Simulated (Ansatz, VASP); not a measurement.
# BAs: VASP beside Ansatz

Wanted: the spread between two codes on one cell, functional and k mesh. The cell is a member of a volume series, scaled by 1.015 from a relaxed one, so a pressure remains. Other levels of theory on this material are compared in a session of their own.

Method: plane waves, with VASP 6.6.1 beside it; single point at r2SCAN with rVV10 and single point at PBE with D3(BJ), in Ansatz 0.2.0.

**1. Starting point**

The structure is cubic, space group F-43m (No. 216). The conventional cell has a = 4.803 Å, b = 4.803 Å, c = 4.803 Å, α = 90.00°, β = 90.00°, γ = 90.00°. As has 4 B at 2.08 Å nearest. Nearest to B lie 4 As at 2.08 Å. Farther neighbours are not listed.

**2. Ansatz: single point, r2SCAN with rVV10, volume scaled by 1.015**

Ansatz runs on its default PAW (the set named soft_2) files.

With cell and atoms fixed, the geometry can't cause a difference; cores, projectors, grids and the points listed under the comparison can.

File input.yaml:

```yaml
crystal:
  lattice:
    - [0.0, 2.40170408, 2.40170408]
    - [2.40170408, 0.0, 2.40170408]
    - [2.40170408, 2.40170408, 0.0]
  atoms:
    - { symbol: As, position: [0.75, 0.75, 0.75] }
    - { symbol: B, position: [0.0, 0.0, 0.0] }
hamiltonian:
  xc: r2scan
  pseudopotentials: { kind: paw }
  dispersion: rvv10
kpoints:
  mp_grid: { grid: [8, 8, 8] }
scf:
  occupations: { method: gaussian, width: 0.03 }
  n_extra_bands: 4
output:
  forces: true
  stress: true
  eigenvalues: true
```

Run with:

```bash
> ansatz run input.yaml --threads 2 --pin off --max-ram 4608MiB --backend cpu --events-out ev --progress --plain --runs-dir out
```

Numbers of over 12 decimals in the logs are rounded to 6 here.

Output:

```text
scf.n_extra_bands = 4 over 9 filled bands (N_el = 18.0): the run solves 13 bands
Engine: ansatz 0.2.0, aarch64-unknown-linux-gnu
Pseudopotentials: kind: paw
Pseudopotential: As, paw, valence charge 15, recommended cutoff 500 eV (meta_gga), As.paw.azcp
Pseudopotential: B, paw, valence charge 3, recommended cutoff 500 eV (meta_gga), B.paw.azcp
Functional definition: r2SCAN+rVV10
  parameter k0 = 0.174
  parameter k1 = 0.065
  parameter a1 = 4.9479
  exchange = r2scan_x(k0 = k0, k1 = k1, a1 = a1)
  correlation = r2scan_c + rvv10(11.95, 0.0093)
Crystal: 2 atoms, lattice volume = 27.707 Å³
Basis set: ecut = 500 eV, 725 PW (Γ), exchange–correlation on 120×120×120 points (64 copies of the dense FFT grid, shifted against one another)
Bands: 13, of which v1, the nominal top of the filled ones, is band 9 counted from 1 (8 counted from 0)
Symmetry: 24 space group operations
Space group: F-43m (ITA 216), of the structure as read, at distance tolerance 3.0e-5 Å
k-points: 29 of 512 (time reversal used)
Non-local potential: As, projectors of the file, l = 0: 2, l = 1: 2, l = 2: 3, l = 3: 1
Non-local potential: B, projectors of the file, l = 0: 2, l = 1: 2, l = 2: 1
PAW form: soft (Blöchl's): semilocal exchange-correlation on the pseudo side does not see the compensation charge
rVV10 density: all electrons in the spheres
PAW frozen core: As, regenerated for the run's functional (the file was generated under x = pbe(κ = 0.804, μ = 0.219515), c = pbe(β = 0.066725))
PAW frozen core: B, regenerated for the run's functional (the file was generated under x = pbe(κ = 0.804, μ = 0.219515), c = pbe(β = 0.066725))
PAW one-centre angular grid: As, 590 points (default); XC on 160 Gauss nodes
PAW one-centre angular grid: B, 302 points (default); XC on 160 Gauss nodes
Initial density: superposition of atomic densities (neutral atoms: chi_scale 0, normalization atom), corrected by the library's trained network
Initial wavefunctions: pseudopotential atomic-orbital guess
Functional: x = r2scan, c = r2scan + rvv10(b = 11.95, C = 0.0093); τ floored in thin density (d = 2e-4 eV/Å³)
SCF iter   1: F=—  HF=-5019.976347 eV  |F-HF|=—  |Δ(HF+E_count)|=         —  Δρ=6.00e-3  dr2=1.14e-2  dr2_τ=9.00e-2  ethr=1.77e-3  ⟨swp⟩=5.8  Hψ=2180  notcnv=0
preconditioner: auto → none  [insulator: Δε(μ)=1.328 eV  Ē_g=13.047 eV  σ=0.030 eV  W_gap=1.00  n_scr=8 (ndim 8)  ℏωp=20.0 eV  f_vac=0.001  D(μ)=0.00/eV (n_scr^D=0)  ε∞_Penn≈3.3]
SCF iter   2: F=—  HF=-5019.999488 eV  |F-HF|=—  |Δ(HF+E_count)|=   2.31e-2  Δρ=2.40e-3  dr2=8.72e-4  dr2_τ=1.25e-4  ethr=6.35e-5  ⟨swp⟩=2.2  Hψ=995  notcnv=0
SCF iter   3: F=—  HF=-5019.999512 eV  |F-HF|=—  |Δ(HF+E_count)|=   2.38e-5  Δρ=1.29e-3  dr2=2.01e-4  dr2_τ=3.77e-6  ethr=4.84e-6  ⟨swp⟩=2.0  Hψ=638  notcnv=0
SCF iter   4: F=—  HF=-5019.999561 eV  |F-HF|=—  |Δ(HF+E_count)|=   4.93e-5  Δρ=1.29e-4  dr2=2.22e-6  dr2_τ=9.71e-8  ethr=1.11e-6  ⟨swp⟩=1.0  Hψ=377  notcnv=0
SCF iter   5: F=—  HF=-5019.999562 eV  |F-HF|=—  |Δ(HF+E_count)|=   1.12e-6  Δρ=1.75e-5  dr2=4.76e-8  dr2_τ=1.55e-9  ethr=1.23e-8  ⟨swp⟩=3.0  Hψ=652  notcnv=0
SCF iter   6: F=-5019.999562 eV  HF=-5019.999562 eV  |F-HF|=8.67e-10  |Δ(HF+E_count)|=   1.71e-8  Δρ=2.13e-6  dr2=5.48e-10  dr2_τ=2.66e-11  ethr=2.65e-10  ⟨swp⟩=2.6  Hψ=1391  notcnv=0
SCF 1 converged in 6 iterations: F = -5019.999562 eV  dr2 = 5.48e-10
  greatest PAW one-centre occupation: 0.999 electrons in one spin orbital (limit 2), on the As atom at site 0 (counted from 0), in its partial waves of l = 2
SCF converged after 6 iterations
Free energy (F): -5019.999562 eV
Harris-Foulkes:  -5019.999562 eV  (|F-HF|=8.67e-10)
Internal energy: -5019.999562 eV  (E = F + TS)
E sigma→0 (E₀):  -5019.999562 eV
Fermi energy:    11.450924 eV
--- Per-component energies (eV) ---
  E_band       = -226.570609
  E_kinetic    = 150.751847
  E_local      = -1708.415989  (includes V_loc(G=0)·N_el)
  E_nonlocal   = -657.645685
  E_hartree    = 946.266087
  E_xc         = -104.016048
  E_vxc        = -124.847018  (∫ρ·V_xc dr)
  E_paw        = -1929.176882  (= ΣΔE_a)
  E_vpaw       = 214.818821  (= ΣTr[D̂ρ^β])
  E_aug_tail   = -0.000005  (compensation charges beyond the density's cutoff)
  E_vtau       = 6.234501  (kinetic-family band-sum trace: ∫τ·v_τ [+ j·A + Jᵃ·Aᵃ] dr)
  E_ewald      = -1716.287038
  E_core_change = -1.475850  (= ΣΔE_core)
  E_smearing   = -0.000000  (= −TS)
  E_closure    = 0.000000  (closes the sum)
  Σ components = -5019.999562   (vs F -5019.999562, Δ=0.00e0)
--- Forces (eV/Å), atoms counted from 1 ---
  atom   1  As    -0.00000000     0.00000000     0.00000000
  atom   2  B     -0.00000000     0.00000000     0.00000000
  max |Σ_I F_I| component: 4.54e-16 eV/Å
--- Stress (GPa, compression-positive) ---
       -2.496637      -0.000000       0.000000
        0.000000      -2.496637       0.000000
       -0.000000       0.000000      -2.496637
  P = ⅓ Tr σ = -2.4966 GPa (-24.966 kbar)
--- Band table (eV; the first three rows and the last of 29) ---
  k-point 0: bands = [... 5 lower, -5.2508, 10.7696, 10.7696, 10.7696, 14.1842, 14.1842, 14.1842, 15.6638]
  k-point 1: bands = [... 5 lower, -4.9851, 8.7103, 10.3093, 10.3093, 14.3542, 14.7926, 14.7926, 17.0174]
  k-point 2: bands = [... 5 lower, -4.2118, 5.6196, 9.5637, 9.5637, 14.0159, 15.6417, 15.6417, 19.1587]
  k-point 28: bands = [... 5 lower, -0.7088, 2.2400, 5.1185, 5.4157, 16.4352, 17.1315, 17.8846, 18.0651]
```

Run time: 4.3 s. Hardware: 2 threads of Arm Neoverse N1, shared host; peak memory 0.41 GiB.

In the SCF lines HF is the Harris–Foulkes energy and dr2 the Hartree energy of the density residual, in eV; the loop may stop once dr2 is under the threshold and the program's other checks hold. Hψ counts applications of the Hamiltonian.

The run ends at a pressure of -2.50 GPa.

**3. VASP: single point, r2SCAN with rVV10, volume scaled by 1.015**

The same cell, functional, mesh and smearing now go to VASP, with its own data sets and cutoff.

Lines of VASP's logs that name or quote its potential files are left out, and so is its time.

The input asks for a relaxation, which ended at its first step since no free force or stress exceeded the threshold; so it serves as a single point.

File INCAR:

```
SYSTEM = BAs
PREC = Accurate
ENCUT = 450
EDIFF = 1E-06
NELM = 100
ISMEAR = 0
SIGMA = 0.03
LREAL = .FALSE.
ALGO = Normal
METAGGA = R2SCAN
LUSE_VDW = .TRUE.
IVDW_NL = 2
BPARAM = 11.95
CPARAM = 0.0093
LASPH = .TRUE.
LORBIT = 11
LWAVE = .FALSE.
LCHARG = .FALSE.
KPAR = 2
IBRION = 2
NSW = 30
ISIF = 4
EDIFFG = -0.01
```

File POSCAR:

```
BAs
1.0
    0.0000000000      2.4017040809      2.4017040809
    2.4017040809      0.0000000000      2.4017040809
    2.4017040809      2.4017040809      0.0000000000
As B
1 1
Direct
    0.7500000000      0.7500000000      0.7500000000
    0.0000000000      0.0000000000      0.0000000000
```

File KPOINTS:

```
Automatic mesh
0
Gamma
8 8 8
0 0 0
```

Potentials, in the order of the species: As and B (PBE family, release 64).

Run with:

```bash
> mpirun -np 2 vasp_std
```

Output:

```text
[banner, memory and clock lines left out]
running    2 mpi-ranks, on    1 nodes
 distrk:  each k-point on    1 cores,    2 groups
 distr:  one band on    1 cores,    1 groups

 POSCAR found type information on POSCAR AsB
 POSCAR found :  2 types and       2 ions
|                                                                             |
|               ----> ADVICE to this user running VASP <----                  |
|                                                                             |
|     You have switched on vdW-DFT.                                           |
|     This routine was written and supplied by Jiri Klimes. We recommend      |
|     that you carefully read and cite the following publications:            |
|       J. Klimes, D.R. Bowler, A. Michelides                                 |
|          J. Phys.: Cond Matt. 22 022201 (2010)                              |
|       J. Klimes, D.R. Bowler, A. Michelides                                 |
|          Phys. Rev. B. 83, 195131 (2011)                                    |
|     and references therein.                                                 |
|                                                                             |

|                                                                             |
|               ----> ADVICE to this user running VASP <----                  |
|                                                                             |
|     You enforced a specific xc type in the INCAR file but a different       |
|     [... a line on the potential file left out ...]
|     I HOPE YOU KNOW WHAT YOU ARE DOING!                                     |
|                                                                             |

 LDA part: xc-table for (None), standard interpolation
 POSCAR, INCAR and KPOINTS ok, starting setup
 FFT: planning ... GRIDC
 FFT: planning ... GRID_SOFT
 FFT: planning ... GRID
 WAVECAR not read
 entering main loop
       N       E                     dE             d eps       ncg     rms          rms(c)
Total rVV10 correction in eV:      0.0914850    10.0781823
Total rVV10 correction in eV:      0.0914850    10.0781823
DAV:   1     0.640181386070E+00    0.64018E+00   -0.37001E+03   464   0.807E+02
DAV:   2    -0.234082484476E+02   -0.24048E+02   -0.23330E+02   696   0.104E+02
DAV:   3    -0.237159200567E+02   -0.30767E+00   -0.30767E+00   536   0.163E+01
DAV:   4    -0.237163565366E+02   -0.43648E-03   -0.43648E-03   680   0.689E-01
DAV:   5    -0.237163566595E+02   -0.12288E-06   -0.12288E-06   536   0.818E-03    0.487E+00
Total rVV10 correction in eV:      0.0998687    10.0781822
Total rVV10 correction in eV:      0.0998687    10.0781822
DAV:   6    -0.221677128183E+02    0.15486E+01   -0.10273E+00   592   0.660E+00    0.274E+00
Total rVV10 correction in eV:      0.1099101    10.0781822
Total rVV10 correction in eV:      0.1099101    10.0781822
DAV:   7    -0.221357134972E+02    0.31999E-01   -0.19006E-01   624   0.277E+00    0.958E-01
Total rVV10 correction in eV:      0.1171004    10.0781822
Total rVV10 correction in eV:      0.1171004    10.0781822
DAV:   8    -0.221329269765E+02    0.27865E-02   -0.17815E-02   592   0.121E+00    0.879E-02
Total rVV10 correction in eV:      0.1174651    10.0781822
Total rVV10 correction in eV:      0.1174651    10.0781822
DAV:   9    -0.221330433691E+02   -0.11639E-03   -0.25797E-04   560   0.161E-01    0.488E-02
Total rVV10 correction in eV:      0.1177937    10.0781822
Total rVV10 correction in eV:      0.1177937    10.0781822
DAV:  10    -0.221330994549E+02   -0.56086E-04   -0.37555E-05   520   0.781E-02    0.197E-02
Total rVV10 correction in eV:      0.1178663    10.0781822
Total rVV10 correction in eV:      0.1178663    10.0781822
DAV:  11    -0.221330993505E+02    0.10442E-06   -0.71868E-06   584   0.292E-02
Total rVV10 correction in eV:      0.1178727    10.0781822
Total rVV10 correction in eV:      0.1178727    10.0781822
Total rVV10 correction in eV:      0.1178709    10.0781822
Total rVV10 correction in eV:      0.1178709    10.0781822
   1 F= -.22133099E+02 E0= -.22133099E+02  d E =-.221331E+02
 curvature:   0.00 expect dE= 0.000E+00 dE for cont linesearch  0.000E+00
 trial: gam= 0.00000 g(F)=  0.956E-46 g(S)=  0.921E-33 ort = 0.000E+00 (trialstep = 0.100E+01)
 search vector abs. value=  0.100E-09
 reached required accuracy - stopping structural energy minimisation
```

OUTCAR, selected parts (step 3):

```text
ion  position               nearest neighbor table
   1  0.750  0.750  0.750-   2 2.08   2 2.08   2 2.08   2 2.08
   2  0.000  0.000  0.000-   1 2.08   1 2.08   1 2.08   1 2.08

  LATTYP: Found a face centered cubic cell.
 ALAT       =     4.8034081618

 Subroutine GETGRP returns: Found 24 space group operations
 (whereof 24 operations were pure point group operations)

The static configuration has the point symmetry T_d .

 Found     29 irreducible k-points:

   k-points           NKPTS =     29   k-points in BZ     NKDIM =     29   number of bands    NBANDS=      8

   dimension x,y,z NGX =    24 NGY =   24 NGZ =   24
   dimension x,y,z NGXF=    48 NGYF=   48 NGZF=   48

   ENCUT  =  450.0 eV  33.07 Ry    5.75 a.u.   5.87  5.87  5.87*2*pi/ulx,y,z

   NELECT =       8.0000    total number of electrons

 k-points in reciprocal lattice and weights: Automatic mesh
   0.00000000  0.00000000  0.00000000       0.002
   0.12500000  0.00000000  0.00000000       0.016
   0.25000000  0.00000000  0.00000000       0.016
   0.37500000  0.00000000  0.00000000       0.016
   0.50000000  0.00000000  0.00000000       0.008
   0.12500000  0.12500000  0.00000000       0.012
   0.25000000  0.12500000  0.00000000       0.047
   0.37500000  0.12500000  0.00000000       0.047
   0.50000000  0.12500000  0.00000000       0.047
[...]
-0.37500000  0.50000000  0.12500000       0.023
  -0.25000000  0.50000000  0.25000000       0.012

 average (electrostatic) potential at core
       1 -53.4829       2 -28.3668

 E-fermi :   6.0020

 k-point     1 :       0.0000    0.0000    0.0000
  band No.  band energies     occupation
      1     -10.1711      2.00000
      2       5.8422      2.00000
      3       5.8422      2.00000
      4       5.8422      2.00000
      5       9.2606      0.00000
      6       9.2606      0.00000
      7       9.2607      0.00000
      8      10.7698      0.00000

 k-point     2 :       0.1250    0.0000    0.0000
  band No.  band energies     occupation
      1      -9.9057      2.00000
      2       3.7862      2.00000
      3       5.3827      2.00000
      4       5.3827      2.00000
      5       9.4322      0.00000
      6       9.8671      0.00000
      7       9.8671      0.00000
      8      12.1125      0.00000

 k-point     3 :       0.2500    0.0000    0.0000
  band No.  band energies     occupation
      1      -9.1335      2.00000
      2       0.6946      2.00000
      3       4.6378      2.00000
      4       4.6378      2.00000
      5       9.0966      0.00000
      6      10.7121      0.00000
      7      10.7121      0.00000
      8      14.2371      0.00000

  Total       -0.3570796     -0.3570796     -0.3570796      0.0000000      0.0000000      0.0000000
  in kB      -20.6484348    -20.6484348    -20.6484348      0.0000000      0.0000000      0.0000000
  external PRESSURE =     -20.6484348 kB  Pullay stress =       0.0000000 kB

  energy-cutoff  :      450.00
  volume of cell :       27.71
      direct lattice vectors                 reciprocal lattice vectors
     0.000000000  2.401704081  2.401704081    -0.208185515  0.208185515  0.208185515
     2.401704081  0.000000000  2.401704081     0.208185515 -0.208185515  0.208185515
     2.401704081  2.401704081  0.000000000     0.208185515  0.208185515 -0.208185515

 POSITION                                       TOTAL-FORCE (eV/Angst)
 -----------------------------------------------------------------------------------
      3.60256      3.60256      3.60256         0.000000      0.000000      0.000000
      0.00000      0.00000      0.00000        -0.000000     -0.000000     -0.000000
 -----------------------------------------------------------------------------------
    total drift:                               -0.000000     -0.000000     -0.000000

  FREE ENERGIE OF THE ION-ELECTRON SYSTEM (eV)
  ---------------------------------------------------
  free  energy   TOTEN  =       -22.1330993505 eV

  energy  without entropy=      -22.1330993505  energy(sigma->0) =      -22.13309935

 reached required accuracy - stopping structural energy minimisation

 total charge
# of ion       s       p       d       tot
------------------------------------------
    1        1.171   1.681   0.089   2.941
    2        0.665   1.146   0.000   1.811
--------------------------------------------------
tot          1.836   2.827   0.089   4.752

[... 3 further parts left out ...]
```

**4. Comparison**

Known differences besides the potentials themselves: VASP keeps PBE cores, Ansatz makes them for the functional; the data sets hold 18 valence electrons in Ansatz (default PAW (the set named soft_2) files) and 8 in VASP; the cutoff is 500 eV in Ansatz and 450 eV in VASP. Total energies have different zeros and are not compared.

The two programs side by side:

| quantity | Ansatz | VASP | difference |
| --- | --- | --- | --- |
| pressure (GPa) | -2.50 | -2.06 | -0.43 |
| gap on the k mesh (eV) | 1.363 | 1.362 | +0.001 |

A gap on the mesh is an upper bound, since the band edges may lie between its points.

(Continued in part 2 of 2.)

[Lines on the potential files, build, host, timing and source positions are cut from VASP's logs without a mark.]

[Logs are printed without paths, hosts, clocks, repeated set-up lines and the standing remarks that a program may print on its own settings, such as how far it seeks lower states.]

[Hosts, paths, dates, database ids (printed as entryN), source tags and the programs' standing remarks are cut or masked in the printed files.]
